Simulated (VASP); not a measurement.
Input of a VASP 6.6.1 run:

The input INCAR:

```
SYSTEM = BaTiO3
PREC = Accurate ; ENCUT = 520
EDIFF = 1E-7 ; ISMEAR = 0
SIGMA = 0.02 ; LREAL = .FALSE.
LASPH = .TRUE. ; NELM = 100
ALGO = Normal ; ISIF = 3
LWAVE = .FALSE. ; LCHARG = .FALSE.
GGA = PS ; IVDW = 12
IBRION = 2 ; NSW = 80
EDIFFG = -0.002 ; KPAR = 8
```

Contents of KPOINTS:

```
regular mesh
0
G
  8 8 8
  0 0 0
```

File POSCAR:

```
BaTiO3                                  
1.0
    3.9469808653      0.0000000000      0.0000000000
    0.0000000000      2.8111215617      2.8164679183
    0.0000000000     -2.8111215617      2.8164679183
  Ba              Ti              O             
     1     1     3
Direct
     0.0000000000000000    0.0043169377643289    0.0043169377643289
     0.5000000000000000    0.5153402357059144    0.5153402357059144
     0.0000000000000000    0.4937080356621440    0.4937080356621440
     0.5000000000000000    0.4947599683945604    0.9887548224730569
     0.5000000000000000    0.9887548224730569    0.4947599683945604
```

Potentials or basis: VASP PAW PBE potentials, release 64 (Ba_sv, Ti_sv, O).

Run with:

```sh
$ cat potpaw_PBE.64/Ba_sv/POTCAR potpaw_PBE.64/Ti_sv/POTCAR potpaw_PBE.64/O/POTCAR > POTCAR
$ mpirun -np 8 vasp_std > vasp.out
```

Question: Predict the dispersion energy per atom.

Answer: -0.271 eV.

Question: Estimate the band gap on the k mesh.

Answer: 1.97 eV, indirect (least direct gap 2.23 eV).

Final structure:
```
Ba Ti O
1.0
     3.94698    0.00000    0.00000
     0.00000    2.81112    2.81647
     0.00000   -2.81112    2.81647
Ba Ti O
1 1 3
Cartesian
  0.0000 0.0000 0.0243
  1.9735 0.0000 2.9029
  0.0000 0.0000 2.7810
  1.9735 -1.3887 4.1783
  1.9735 1.3887 4.1783
```

Caveat: the relaxation stopped at its first step, so nothing moved; spin-orbit coupling is left out, which moves the levels of the heavy elements. A k mesh can miss the band edges.
